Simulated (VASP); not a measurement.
# WSe2 (P6_3/mmc) in VASP: further runs

One crystal, WSe2, is run at these levels: LDA; tasks: relaxation of cell and atoms.

Program: VASP 6.6.1. These are calculated values, not measurements. Logs are shortened: lines on timing, memory, paths and dates and some standing lists are left out, and cuts for length are marked.

## (1) Starting point

It takes space group P6_3/mmc (No. 194, hexagonal). Conventional cell: a = 3.320 Å, b = 3.320 Å, c = 13.737 Å, α = 90.00°, β = 90.00°, γ = 120.00°. Se (site symmetry 3m) is surrounded by 3 W at 2.54 Å. W (site symmetry -6m2) is surrounded by 6 Se at 2.54 Å.

The cell is a database's computed one.

## (2) Relaxation of cell and atoms, LDA, target pressure 30 GPa, at which the enthalpy is minimised

File INCAR:

```
SYSTEM = WSe2
ALGO = Normal
EDIFF = 1E-6
EDIFFG = -0.01
ENCUT = 600
GGA = CA
IBRION = 2
ISIF = 3
ISMEAR = -1
KPAR = 4
LASPH = .True.
LCHARG = .False.
LREAL = .False.
LWAVE = .False.
NELM = 80
NSW = 40
PREC = Accurate
PSTRESS = 300
SIGMA = 0.05
```

File KPOINTS:

```
k-points
0
Gamma
  12 12 3
  0 0 0
```

File POSCAR:

```
WSe2
1.0
    3.3199329218      0.0000000000      0.0000000000
   -1.6599664609      2.8751462491      0.0000000000
    0.0000000000      0.0000000000     13.7371873000
Se W
4 2
Direct
    0.3333333300      0.6666666700      0.8710007900
    0.6666666700      0.3333333300      0.3710007900
    0.3333333300      0.6666666700      0.6289992100
    0.6666666700      0.3333333300      0.1289992100
    0.6666666700      0.3333333300      0.7500000000
    0.3333333300      0.6666666700      0.2500000000
```

Potentials or basis: VASP PAW LDA potentials, release 64 (Se, W_sv).

On the command line:

```sh
> cat potpaw_LDA.64/Se/POTCAR potpaw_LDA.64/W_sv/POTCAR > POTCAR
> mpirun -np 4 vasp_std > vasp.out
```

OUTCAR:

```text
SYSTEM = WSe2
   EDIFF = 1E-6
   EDIFFG = -0.01
   ENCUT = 600
   GGA = CA
   IBRION = 2
   ISIF = 3
   ISMEAR = -1
   LASPH = .True.
   LREAL = .False.
   NELM = 80
   NSW = 40
   PREC = Accurate
   PSTRESS = 300

 ion  position               nearest neighbor table
   1  0.333  0.667  0.871-   5 2.54   5 2.54   5 2.54
   2  0.667  0.333  0.371-   6 2.54   6 2.54   6 2.54
   3  0.333  0.667  0.629-   5 2.54   5 2.54   5 2.54
   4  0.667  0.333  0.129-   6 2.54   6 2.54   6 2.54
   5  0.667  0.333  0.750-   1 2.54   3 2.54   1 2.54   3 2.54   1 2.54   3 2.54
   6  0.333  0.667  0.250-   2 2.54   4 2.54   2 2.54   4 2.54   2 2.54   4 2.54

  LATTYP: Found a hexagonal cell.
 ALAT       =     3.3199329218
 C/A-ratio  =     4.1377906191

  Lattice vectors:

 A1 = (   3.3199329218,   0.0000000000,   0.0000000000)
 A2 = (  -1.6599664609,   2.8751462491,   0.0000000000)
 A3 = (   0.0000000000,   0.0000000000,  13.7371873000)

Analysis of symmetry for initial positions (statically):
=====================================================================
 Subroutine PRICEL returns:
 Original cell was already a primitive cell.

 Routine SETGRP: Setting up the symmetry group for a
 hexagonal supercell.

 Subroutine GETGRP returns: Found 24 space group operations
 (whereof 12 operations were pure point group operations)
 out of a pool of 24 trial point group operations.

The static configuration has the point symmetry D_3d.
 The point group associated with its full space group is D_6h.

Analysis of symmetry for dynamics (positions and initial velocities):
=====================================================================
 Subroutine PRICEL returns:
 Original cell was already a primitive cell.

 Routine SETGRP: Setting up the symmetry group for a
 hexagonal supercell.

 Subroutine GETGRP returns: Found 24 space group operations
 (whereof 12 operations were pure point group operations)
 out of a pool of 24 trial point group operations.

The dynamic configuration has the point symmetry D_3d.
 The point group associated with its full space group is D_6h.

 Subroutine INISYM returns: Found 24 space group operations
 (whereof 12 operations are pure point group operations),
 and found     1 'primitive' translations

----------------------------------------------------------------------------------------

                                     Primitive cell

  volume of cell :     131.1255

  direct lattice vectors                    reciprocal lattice vectors
     3.319932922  0.000000000  0.000000000     0.301210905  0.173904197  0.000000000
    -1.659966461  2.875146249  0.000000000     0.000000000  0.347808394  0.000000000
     0.000000000  0.000000000 13.737187300     0.000000000  0.000000000  0.072795106

  length of vectors
     3.319932922  3.319932922 13.737187300     0.347808394  0.347808394  0.072795106

  position of ions in fractional coordinates (direct lattice)
     0.333333330  0.666666670  0.871000790
     0.666666670  0.333333330  0.371000790
     0.333333330  0.666666670  0.628999210
     0.666666670  0.333333330  0.128999210
     0.666666670  0.333333330  0.750000000
     0.333333330  0.666666670  0.250000000

  ion indices of the primitive-cell ions
   primitive index   ion index
                 1           1
                 2           2
                 3           3
                 4           4
                 5           5
                 6           6

----------------------------------------------------------------------------------------

 KPOINTS: k-points

Automatic generation of k-mesh.
 Grid dimensions read from file:
 generate k-points for:   12   12    3

 Generating k-lattice:

  Cartesian coordinates                     Fractional coordinates (reciprocal lattice)
     0.025100909  0.014492016  0.000000000     0.083333333  0.000000000  0.000000000
     0.000000000  0.028984033  0.000000000     0.000000000  0.083333333  0.000000000
     0.000000000  0.000000000  0.024265035     0.000000000  0.000000000  0.333333333

  Length of vectors
     0.028984033  0.028984033  0.024265035

  Shift w.r.t. Gamma in fractional coordinates (k-lattice)
     0.000000000  0.000000000  0.000000000

 Subroutine IBZKPT returns following result:
 ===========================================

 Found     38 irreducible k-points:

 Following reciprocal coordinates:
            Coordinates               Weight
  0.000000  0.000000  0.000000      1.000000
  0.083333  0.000000  0.000000      6.000000
  0.166667 -0.000000  0.000000      6.000000
  0.250000 -0.000000  0.000000      6.000000
  0.333333  0.000000  0.000000      6.000000
  0.416667 -0.000000  0.000000      6.000000
[... 16 lines left out ...]
  0.250000 -0.000000  0.333333     12.000000
  0.333333  0.000000  0.333333     12.000000
 [... further k-points ...]
   k-points           NKPTS =     38   k-points in BZ     NKDIM =     38   number of bands    NBANDS=     31
   number of dos      NEDOS =    301   number of ions     NIONS =      6
   total plane-waves  NPLWV =  87808
   dimension x,y,z NGX =    28 NGY =   28 NGZ =  112
   dimension x,y,z NGXF=    56 NGYF=   56 NGZF=  224
   ions per type =               4   2
   NGX,Y,Z   is equivalent  to a cutoff of  14.02, 14.02, 13.55 a.u.
   NGXF,Y,Z  is equivalent  to a cutoff of  28.04, 28.04, 27.11 a.u.
 SYSTEM =  WSe2
   PREC   = accura    normal or accurate (medium, high low for compatibility)
   ISTART =      0    job   : 0-new  1-cont  2-samecut
   ICHARG =      2    charge: 1-file 2-atom 10-const
   ISPIN  =      1    spin polarized calculation?
   LNONCOLLINEAR =      F non collinear calculations
   LSORBIT =      F    spin-orbit coupling
   LASPH  =      T    aspherical Exc in radial PAW
   ENCUT  =  600.0 eV  44.10 Ry    6.64 a.u.   6.63  6.63 27.44*2*pi/ulx,y,z
   NELM   =     80;   NELMIN=  2; NELMDL= -5     # of ELM steps
   EDIFF  = 0.1E-05   stopping-criterion for ELM
   LREAL  =      F    real-space projection
   EDIFFG = -.1E-01   stopping-criterion for IOM
   NSW    =     40    number of steps for IOM
   IBRION =      2    ionic relax: 0-MD 1-quasi-New 2-CG
   NFREE  =      1    steps in history (QN), initial steepest desc. (CG)
   ISIF   =      3    stress and relaxation
   ISYM   =      2    0-nonsym 1-usesym 2-fastsym
   POTIM  = 0.5000    time-step for ionic-motion
   TEBEG  =    0.0;   TEEND  =   0.0 temperature during run
   PSTRESS=  300.0 pullay stress
   NELECT =      52.0000    total number of electrons
   NUPDOWN=      -1.0000    fix difference up-down
   EMIN   =  10.00;   EMAX   =-10.00  energy-range for DOS
   EFERMI =   0.00;   METHOD = LEGACY
   ISMEAR =    -1;   SIGMA  =   0.05  broadening in eV -4-tet -1-fermi 0-gaus
   EFERMI_NEDOS =   21; number of points for ismear=-14 and -15
   IALGO  =     38    algorithm
   IMIX   =      4    mixing-type and parameters
     AMIX     =   0.40;   BMIX     =  1.00
     AMIX_MAG =   1.60;   BMIX_MAG =  1.00
  volume/ion in A,a.u.               =      21.85       147.48
  Fermi-wavevector in a.u.,A,eV,Ry     =   1.202764  2.272894 19.682734  1.446640
  Thomas-Fermi vector in A             =   2.338536
   LORBIT       =      0    0 simple, 1 ext, 2 COOP (PROOUT), +10 PAW based schemes
   GGA     = CA    functional components
   LHFCALC =     F    Hartree Fock is set to
   AEXX    =    0.0000 exact exchange contribution
   IVDW    =     0    specifies the selected vdW correction
   LEPSILON=     F    determine dielectric tensor
   LRPA    =     F    only Hartree local field effects (RPA)
 conjugate gradient relaxation of ions
 non-spin polarized calculation
  energy-cutoff  :      600.00
  volume of cell :      131.13
 maximum number of plane-waves:      4447
 NGX is ok and might be reduce to    28
   NGX = 13   NGY = 13   NGZ = 55

--------------------------------------- Ionic step        1  -------------------------------------------

 number of electron      52.0000000 magnetization

 Free energy of the ion-electron system (eV)
  ---------------------------------------------------
  ext. energy  EPLUGINS =         0.00000000
  ---------------------------------------------------
  free energy    TOTEN  =       -48.35179834 eV

  energy without entropy =      -48.35179807  energy(sigma->0) =      -48.35179820

------------------------ aborting loop because EDIFF is reached ----------------------------------------

  FORCE on cell =-STRESS in cart. coord.  units (eV):
  Direction    XX          YY          ZZ          XY          YZ          ZX
  --------------------------------------------------------------------------------------
  -------------------------------------------------------------------------------------
  Total       -4.3340918     -4.3340918     -2.8798881     -0.0000000      0.0000000     -0.0000000
  in kB      -52.9567861    -52.9567861    -35.1883678     -0.0000000      0.0000000     -0.0000000
  external PRESSURE =    -347.0339800 kB  Pullay stress =     300.0000000 kB
[... 105 lines left out ...]
  FREE ENERGIE OF THE ION-ELECTRON SYSTEM (eV)
  ---------------------------------------------------
  free  energy   TOTEN  =       -47.7356983844 eV

  energy  without entropy=      -47.7356981362  energy(sigma->0) =      -47.73569826

  enthalpy is  TOTEN    =       -26.4633957175 eV   P V=       21.2723026669

 E-fermi :   9.9115     XC(G=0): -12.4903

 val. band max:        9.8996874777   @ k =   0.0000   0.0000   0.0000
 cond. band min:       9.9734087926   @ k =   0.1667   0.1667   0.0000
 fundamental gap:      0.0737213149
 Fermi energy:         9.9114630028

 k-point     1 :       0.0000    0.0000    0.0000
  band No.  band energies     occupation
      1     -63.9117      2.00000
      2     -63.9117      2.00000
      3     -28.6365      2.00000
      4     -28.6361      2.00000
      5     -28.1993      2.00000
      6     -28.1993      2.00000
[... 805 lines left out ...]
     30      12.2282      0.00000
     31      13.0211      0.00000

 [... further k-points ...]

[... ionic steps 4 to 16 ...]

--------------------------------------- Ionic step       17  -------------------------------------------

 number of electron      52.0000003 magnetization

------------------------ aborting loop because EDIFF is reached ----------------------------------------

  FORCE on cell =-STRESS in cart. coord.  units (eV):
  Direction    XX          YY          ZZ          XY          YZ          ZX
  --------------------------------------------------------------------------------------
  -------------------------------------------------------------------------------------
  Total       17.2948593     17.2948593     17.3468911      0.0000000      0.0000000      0.0000000
  in kB      298.5060547    298.5060547    299.4041141      0.0000000      0.0000000      0.0000000
  external PRESSURE =      -1.1945922 kB  Pullay stress =     300.0000000 kB
[... 69 lines left out ...]
  enthalpy is  TOTEN    =       -29.4295194574 eV   P V=       17.3768971685

--------------------------------------- Ionic step       19  -------------------------------------------

 number of electron      52.0000002 magnetization

 Free energy of the ion-electron system (eV)
  ---------------------------------------------------
  ext. energy  EPLUGINS =         0.00000000
  ---------------------------------------------------
  free energy    TOTEN  =       -46.80135381 eV

  energy without entropy =      -46.79920154  energy(sigma->0) =      -46.80027767

 E-fermi :  10.2108     XC(G=0): -12.5194

 val. band max:       10.1635922806   @ k =   0.0000   0.0000   0.3333
 cond. band min:      10.2336568190   @ k =   0.1667   0.1667   0.0000
 fundamental gap:      0.0700645385
 Fermi energy:        10.2108159601

 k-point     1 :       0.0000    0.0000    0.0000
  band No.  band energies     occupation
      1     -63.7675      2.00000
      2     -63.7675      2.00000
      3     -28.5084      2.00000
      4     -28.5079      2.00000
      5     -28.0959      2.00000
      6     -28.0959      2.00000
[... 805 lines left out ...]
     30      12.3288      0.00000
     31      13.2894      0.00000

 [... further k-points ...]

------------------------ aborting loop because EDIFF is reached ----------------------------------------

  FORCE on cell =-STRESS in cart. coord.  units (eV):
  Direction    XX          YY          ZZ          XY          YZ          ZX
  --------------------------------------------------------------------------------------
  -------------------------------------------------------------------------------------
  Total       17.3438303     17.3438303     17.3920249      0.0000000      0.0000000      0.0000000
  in kB      299.5167469    299.5167469    300.3490363      0.0000000      0.0000000      0.0000000
  external PRESSURE =      -0.2058233 kB  Pullay stress =     300.0000000 kB
[... 21 lines left out ...]
  FREE ENERGIE OF THE ION-ELECTRON SYSTEM (eV)
  ---------------------------------------------------
  free  energy   TOTEN  =       -46.8013538066 eV

  energy  without entropy=      -46.7992015380  energy(sigma->0) =      -46.80027767

  enthalpy is  TOTEN    =       -29.4295402280 eV   P V=       17.3718135785

 reached required accuracy - stopping structural energy minimisation
```

Run time: 5.4 min. Hardware: 4 MPI ranks of Intel Xeon 6975P-C (Granite Rapids), shared host; peak memory 0.35 GiB.

What came out:

- Free energy: -46.8014 eV
- Relaxed volume: 15.46 Å³/atom
- Relaxed cell: a = 3.056 Å, b = 3.056 Å, c = 11.469 Å, α = 90.00°, β = 90.00°, γ = 120.00°
- Space group after relaxing (to 0.05 Å): P6_3/mmc (No. 194)
- Energy change on relaxing (the enthalpy is what falls): +258.4 meV/atom
- Ionic steps: 19
- Pressure after relaxing: 30.0 GPa
- Largest force after relaxing: 0.005 eV/Å
- Band gap on the k mesh: none (metal or under the smearing width)

Forces on the atoms (eV/Å):
```
Se   0.000  0.000  0.005
Se   0.000  0.000  0.005
Se   0.000  0.000 -0.005
Se   0.000  0.000 -0.005
W    0.000  0.000  0.000
W    0.000  0.000  0.000
```

Step by step:
```
step  energy change (eV)  largest force (eV/Å)  pressure (GPa)  volume (Å³)
   1              0.0000                0.2377           -4.70       131.13
   2             55.9838               37.6480          512.41        60.24
   3              0.6161                2.6286           19.01       113.61
   4              0.9673                3.2102           24.36       111.03
   5              1.3716                3.7913           29.83       108.65
   6              1.6004                1.5816           31.21        99.07
   7              2.1522                0.7846           33.20        95.53
   8              1.4431                0.5213           25.22        93.88
   9              1.4704                0.7572           24.74        93.60
  10              3.1369                1.4931           53.32        86.95
  11              1.7397                0.2468           31.15        91.84
  12              1.7571                0.2172           31.49        91.74
  13              1.5297                0.0695           29.42        92.90
  14              1.5737                0.1000           29.84        92.66
  15              1.5872                0.0235           30.55        92.58
  16              1.5849                0.0036           30.44        92.59
  17              1.5409                0.0042           29.88        92.83
  18              1.5454                0.0039           29.94        92.80
  19              1.5504                0.0055           29.98        92.78
```

Final structure:
```cif
data_structure
_symmetry_space_group_name_H-M 'P 1'
_symmetry_Int_Tables_number 1
_cell_length_a 3.0562
_cell_length_b 3.0562
_cell_length_c 11.4693
_cell_angle_alpha 90.000
_cell_angle_beta 90.000
_cell_angle_gamma 120.000
_cell_volume 92.78
loop_
_atom_site_label
_atom_site_type_symbol
_atom_site_fract_x
_atom_site_fract_y
_atom_site_fract_z
_atom_site_occupancy
Se1 Se 0.33333 0.66667 0.89771 1
Se2 Se 0.66667 0.33333 0.39771 1
Se3 Se 0.33333 0.66667 0.60229 1
Se4 Se 0.66667 0.33333 0.10229 1
W1 W 0.66667 0.33333 0.75000 1
W2 W 0.33333 0.66667 0.25000 1
```

Levels at points of the mesh, in eV from the Fermi level:
| k point | band 22 | band 23 | band 24 | band 25 | band 26 | band 27 | band 28 | band 29 | band 30 | band 31 |
| --- | --- | --- | --- | --- | --- | --- | --- | --- | --- | --- |
| (0.00, 0.00, 0.00) | -1.72 | -1.45 | -1.45 | -0.13 | 0.04 | 2.42 | 2.68 | 2.68 | 2.93 | 2.93 |
| (0.50, 0.00, 0.00) | -3.10 | -2.30 | -2.01 | -1.98 | -0.71 | 1.80 | 2.64 | 2.73 | 2.74 | 3.16 |

Caveat: the cell is relaxed towards a set pressure, so the enthalpy falls and the energy may rise; the volume moved by over 15 % at a fixed basis, so the end points are rough. The run has no spin-orbit coupling, so splittings on W are missing.

## (3) Relaxation of cell and atoms, LDA, target pressure 40 GPa, at which the enthalpy is minimised

INCAR, as its differences from that of step 2:

```diff
@@ -17,3 +17,3 @@
 PREC = Accurate
-PSTRESS = 300
+PSTRESS = 400
 SIGMA = 0.05
```

KPOINTS is that of step 2.

POSCAR is that of step 2.

Potentials or basis: VASP PAW LDA potentials, release 64 (Se, W_sv).

On the command line:

```sh
> cat potpaw_LDA.64/Se/POTCAR potpaw_LDA.64/W_sv/POTCAR > POTCAR
> mpirun -np 4 vasp_std > vasp.out
```

Wall time 5.7 min (4 MPI ranks of Intel Xeon 6975P-C (Granite Rapids), shared host); peak memory 0.36 GiB.

The run converged. Its results:

```
Free energy                                            : -45.9725 eV
Relaxed volume                                         : 14.83 Å³/atom
Relaxed cell                                           : a = 3.012 Å, b = 3.012 Å, c = 11.323 Å, α = 90.00°, β = 90.00°, γ = 120.00°
Space group after relaxing (to 0.05 Å)                 : P6_3/mmc (No. 194)
Energy change on relaxing (the enthalpy is what falls) : +396.6 meV/atom
Ionic steps                                            : 18
Pressure after relaxing                                : 40.0 GPa
Largest force after relaxing                           : 0.005 eV/Å
Band gap on the k mesh                                 : none (metal or under the smearing width)
```

Forces on the atoms (eV/Å):
```
Se   0.000  0.000  0.005
Se   0.000  0.000  0.005
Se   0.000  0.000 -0.005
Se   0.000  0.000 -0.005
W    0.000  0.000  0.000
W    0.000  0.000  0.000
```

Stress tensor (GPa, compression positive):
```
40.05  0.00  0.00
 0.00 40.05  0.00
 0.00  0.00 39.95
```

Step by step:
| step | energy change (eV) | largest force (eV/Å) | pressure (GPa) | volume (Å³) |
| --- | --- | --- | --- | --- |
| 1 | 0.0000 | 0.2377 | -4.70 | 131.13 |
| 2 | 125.9995 | 69.9231 | 1181.85 | 46.11 |
| 3 | 0.6683 | 2.7167 | 19.91 | 113.04 |
| 4 | 1.1909 | 3.5356 | 27.49 | 109.52 |
| 5 | 2.2431 | 4.8621 | 40.39 | 104.55 |
| 6 | 2.7080 | 1.7856 | 43.39 | 93.09 |
| 7 | 3.3423 | 1.0383 | 45.88 | 90.19 |
| 8 | 1.9722 | 1.1452 | 28.63 | 91.29 |
| 9 | 1.9815 | 0.9269 | 29.65 | 91.23 |
| 10 | 5.8925 | 1.3037 | 81.09 | 80.62 |
| 11 | 2.4765 | 0.3295 | 39.57 | 88.61 |
| 12 | 2.5265 | 0.2864 | 40.40 | 88.41 |
| 13 | 2.5406 | 0.2749 | 40.62 | 88.35 |
| 14 | 2.3763 | 0.0627 | 39.71 | 88.98 |
| 15 | 2.3672 | 0.0507 | 39.67 | 89.01 |
| 16 | 2.4301 | 0.0644 | 40.88 | 88.76 |
| 17 | 2.3929 | 0.0034 | 40.20 | 88.91 |
| 18 | 2.3793 | 0.0054 | 40.02 | 88.96 |

Final structure:
```xyz
6
Lattice="3.0120 0.0000 0.0000 -1.5060 2.6084 0.0000 0.0000 0.0000 11.3232" Properties=species:S:1:pos:R:3 pbc="T T T"
Se    0.0000    1.7390   10.1903
Se    1.5060    0.8695    4.5286
Se    0.0000    1.7390    6.7946
Se    1.5060    0.8695    1.1330
W     1.5060    0.8695    8.4924
W     0.0000    1.7390    2.8308
```

Levels at points of the mesh, in eV from the Fermi level:
| k point | band 22 | band 23 | band 24 | band 25 | band 26 | band 27 | band 28 | band 29 | band 30 | band 31 |
| --- | --- | --- | --- | --- | --- | --- | --- | --- | --- | --- |
| (0.00, 0.00, 0.00) | -1.64 | -1.32 | -1.32 | 0.08 | 0.15 | 2.45 | 2.45 | 2.79 | 2.79 | 3.08 |
| (0.50, 0.00, 0.00) | -3.16 | -2.34 | -2.09 | -2.04 | -0.53 | 1.79 | 2.80 | 2.89 | 3.00 | 3.32 |

Caveat: the cell is relaxed towards a set pressure, so the enthalpy falls and the energy may rise; the volume moved by over 15 % at a fixed basis, so the end points are rough. The run has no spin-orbit coupling, so splittings on W are missing.
